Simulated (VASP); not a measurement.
# CH₂F₂, self-consistent run: which settings are enough?

CH₂F₂, molecule in box, 5 atoms in the cell. RPBE; PAW potentials F, C, H (PBE set). VASP 6.6.1. The cell is changed on purpose: last atom moved by 0.05 Å along z.

Wanted: energy within 2 meV/atom; forces within 0.01 eV/Å.

What the run is for: forces; Accuracy asked: standard.

POSCAR:
```
H2CF2
1.0
   12.0000000000      0.0000000000      0.0000000000
    0.0000000000     11.0000000000      0.0000000000
    0.0000000000      0.0000000000     11.0000000000
F C H
2 1 2
Direct
    0.4109250000      0.5224136400      0.5664772700
    0.5912416700      0.4887409100      0.5678318200
    0.5012083300      0.5034954500      0.4955136400
    0.4884750000      0.4202227300      0.4430409100
    0.5141416700      0.5835954500      0.4428954500
```

The series start from Plane-wave cutoff (eV): 520; Precision mode (PREC): Accurate; Electronic threshold (eV): 1e-6; Bands in all (NBANDS): 23; Aspherical gradient terms in the spheres (LASPH): yes; Projection operators (LREAL): Auto, ROPT -0.00025; Electronic algorithm: ALGO=Normal; Placing of the Fermi level (EFERMI): EFERMI=MIDGAP; Density mixing: defaults. Each series keeps the choices made before it, and each single choice may use up half of a tolerance.

## Plane-wave cutoff (eV)

| Plane-wave cutoff (eV) | Energy less reference (meV/atom) | Forces, largest deviation (eV/Å) | SCF iterations | Time (s) |
|---|---|---|---|---|
| 400 | -2.2 | 0.047 | 26 | 54 |
| 460 | 5.0 | 0.019 | 25 | 74 |
| 520 | 5.6 | 0.020 | 25 | 91 |
| 600 | 3.5 | 0.017 | 25 | 107 |
| 720 (reference) | 0.0 | 0.000 | 25 | 143 |

Chosen: 720; the next looser run is off by more than half of the tolerance, so convergence isn't shown beyond this value.

## Precision mode (PREC)

| Precision mode (PREC) | Energy less reference (meV/atom) | Forces, largest deviation (eV/Å) | SCF iterations | Time (s) |
|---|---|---|---|---|
| Low | 1.1 | 0.024 | 25 | 25 |
| SingleN | 1.1 | 0.024 | 25 | 26 |
| Normal | 0.0 | 0.005 | 25 | 54 |
| Accurate (reference) | 0.0 | 0.000 | 25 | 143 |

Chosen: Accurate; the one before it in the list is off by more than half of the tolerance.

## Electronic threshold (eV)

| Electronic threshold (eV) | Energy less reference (meV/atom) | Forces, largest deviation (eV/Å) | SCF iterations | Time (s) |
|---|---|---|---|---|
| 0.001 | 2.7 | 0.031 | 13 | 69 |
| 0.0001 | 0.0 | 0.001 | 21 | 109 |
| 1e-5 | 0.0 | 0.000 | 23 | 105 |
| 1e-6 | 0.0 | 0.000 | 25 | 143 |
| 1e-7 | 0.0 | 0.000 | 27 | 126 |
| 1e-8 (reference) | 0.0 | 0.000 | 32 | 159 |

Chosen: 0.0001, the loosest value from which every tighter one stays within half of the tolerance.

## Bands in all (NBANDS)

| Bands in all (NBANDS) | Energy less reference (meV/atom) | Forces, largest deviation (eV/Å) | SCF iterations | Time (s) |
|---|---|---|---|---|
| 11 | 0.0 | 0.000 | 21 | 74 |
| 12 | 0.0 | 0.000 | 21 | 74 |
| 14 | 0.0 | 0.001 | 21 | 84 |
| 16 | 0.0 | 0.001 | 21 | 90 |
| 23 | 0.0 | 0.001 | 21 | 109 |
| 36 (reference) | 0.0 | 0.000 | 21 | 122 |

Chosen: 11.

## Aspherical gradient terms in the spheres (LASPH)

| Aspherical gradient terms in the spheres (LASPH) | Energy less reference (meV/atom) | Forces, largest deviation (eV/Å) | SCF iterations | Time (s) |
|---|---|---|---|---|
| yes | 0.0 | 0.000 | 21 | 74 |
| no | 5.8 | 0.066 | 21 | 64 |

Chosen: yes; no other choice that stays within half of the tolerance saves 30 % of the time.

## Projection operators (LREAL)

| Projection operators (LREAL) | Energy less reference (meV/atom) | Forces, largest deviation (eV/Å) | SCF iterations | Time (s) |
|---|---|---|---|---|
| Auto, ROPT -0.005 | -3.9 | 0.191 | 21 | 70 |
| Auto, ROPT -0.002 | -1.6 | 0.106 | 21 | 67 |
| Auto, ROPT -0.001 | 0.4 | 0.013 | 21 | 68 |
| Auto, ROPT -0.0005 | 0.1 | 0.010 | 21 | 69 |
| Auto, ROPT -0.00025 | -0.3 | 0.002 | 21 | 74 |
| Auto, ROPT -0.0001 | 0.0 | 0.001 | 21 | 71 |
| False (reference) | 0.0 | 0.000 | 21 | 67 |

Chosen: Auto, ROPT -0.00025.

## Electronic algorithm

| Electronic algorithm | Energy less reference (meV/atom) | Forces, largest deviation (eV/Å) | SCF iterations | Time (s) |
|---|---|---|---|---|
| ALGO=Normal | 0.0 | 0.000 | 21 | 74 |
| ALGO=Fast | 0.0 | 0.001 | 20 | 67 |
| ALGO=VeryFast | no result | no result | 120 | 499 |
| ALGO=All ISEARCH=1 | 0.0 | 0.005 | 18 | 73 |
| ALGO=All ISEARCH=0 | 0.0 | 0.005 | 18 | 73 |
| ALGO=Damped TIME=0.4 | 0.0 | 0.012 | 24 | 68 |
| ALGO=Damped TIME=0.1 | 0.0 | 0.012 | 41 | 127 |

Chosen: ALGO=Normal.

## Placing of the Fermi level (EFERMI)

| Placing of the Fermi level (EFERMI) | Energy less reference (meV/atom) | Forces, largest deviation (eV/Å) | SCF iterations | Time (s) |
|---|---|---|---|---|
| EFERMI=MIDGAP | 0.0 | 0.000 | 21 | 74 |
| EFERMI=LEGACY | 0.0 | 0.000 | 21 | 69 |

Chosen: EFERMI=MIDGAP.

## Density mixing

| Density mixing | Energy less reference (meV/atom) | Forces, largest deviation (eV/Å) | SCF iterations | Time (s) |
|---|---|---|---|---|
| defaults | 0.0 | 0.000 | 21 | 74 |
| AMIN=0.01 | 0.0 | 0.000 | 21 | 69 |
| AMIX=0.2 AMIN=0.01 | 0.0 | 0.001 | 23 | 75 |
| BMIX=3.0 AMIN=0.01 | 0.1 | 0.002 | 35 | 120 |
| AMIX=0.1 BMIX=0.0001 | 0.0 | 0.026 | 17 | 54 |
| BMIX=0.5 | 0.0 | 0.001 | 18 | 57 |
| AMIX=0.1 | 0.0 | 0.026 | 17 | 54 |
| BMIX=0.0001 | 0.0 | 0.004 | 13 | 38 |

Chosen: BMIX=0.0001, the fastest of those that stay within half of the tolerance.

## All choices together

| Input | Energy less reference (meV/atom) | Forces, largest deviation (eV/Å) | Time (s) |
|---|---|---|---|
| the program's defaults (naive) | 3.4 | 0.079 | 14 |
| chosen settings | -0.3 | 0.003 | 38 |
| reference settings throughout | 0.0 | 0.000 | 175 |

The chosen settings stay within the tolerance of the reference run, but the reference itself isn't shown to be converged in: Plane-wave cutoff (eV).

## The input

INCAR:
```
SYSTEM = H2CF2
ALGO = Normal ; BMIX = 1E-4
EDIFF = 1E-4 ; EFERMI = MIDGAP
ENCUT = 720 ; GGA = RP
GGA_COMPAT = .False. ; ISIF = 0
ISMEAR = 0 ; LASPH = .True.
LCHARG = .False. ; LREAL = Auto
LWAVE = .False. ; NBANDS = 11
NELM = 120 ; NELMDL = -8
PREC = Accurate ; ROPT = -0.00025 -0.00025 -0.00025
SIGMA = 0.03
```

KPOINTS:
```
k-points
0
Gamma
  1 1 1
```

Commands:
```
cat potpaw_PBE.64/F/POTCAR potpaw_PBE.64/C/POTCAR potpaw_PBE.64/H/POTCAR > POTCAR
mpirun -np 1 vasp_gam > vasp.out
```

The chosen input took VASP 6.6.1 38 s on 1 core (Intel Xeon 6975P-C (Granite Rapids)), a shared host.

## An input that fails: too few bands

VASP's message: The number of bands is not sufficient to hold all electrons. I am sorry, but this calculation does not make sense. If you want to calculate only selected states, you need to set either EFERMI or EREF. EREF specifies around which energy states are supposed to be calculated. I found NBANDS = 9, NELECT = ….

Changes against the starting input:
```
- NELM = 120
- NBANDS = 23
+ NELM = 51
+ NBANDS = 9
```
